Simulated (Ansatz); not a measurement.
## CsSnI3: pressure against volume

CsSnI3, Pm-3m, a = 6.224 Å. The structure is a COD entry; whether it is the stable form wasn't checked. Ansatz: r2SCAN, PAW, 500 eV, Γ-centred 6×6×6 mesh on 5 atoms, Gaussian smearing 0.02 eV; no spin polarisation. Symmetry fixes shape and atoms, so the cell is only scaled; pressure is positive in compression.

```
V (Å³/atom) P (GPa)
     45.336     1.25
     46.783     0.57
     48.230     0.00
     49.676    -0.48
     51.123        ?
```

Q: Take V0 = 48.230 Å³/atom, fit the third-order Birch–Murnaghan form to the other rows, and predict the missing pressure.

A: With the Eulerian strain f = ½[(V0/V)^(2/3) − 1] and y = P/[3f(1 + 2f)^(5/2)], the form is the line y = B0 + 1.5 B0 (B0′ − 4) f. Rows (f, y): 0.02106, 17.85; 0.01026, 17.60; -0.00975, 17.24. Means f = 0.007190, y = 17.563; Σ(Δf)² = 0.0004888, ΣΔfΔy = 0.009566; the slope is their ratio. y = 17.42 + 19.57 f GPa, so B0 = 17.4 GPa and B0′ = 4 + 2 × (19.57)/(3 × 17.42) = 4.75. At V = 51.123, f = -0.01905, y = 17.047 and P = -0.88 GPa. The run gave -0.89 GPa, so the fit is 0.01 GPa too high, a small miss on the scale of the series. The form still works here, 33 % of the fitted range beyond its end.

Symmetry holds off the tilts and polar distortions that many cubic perovskites undergo.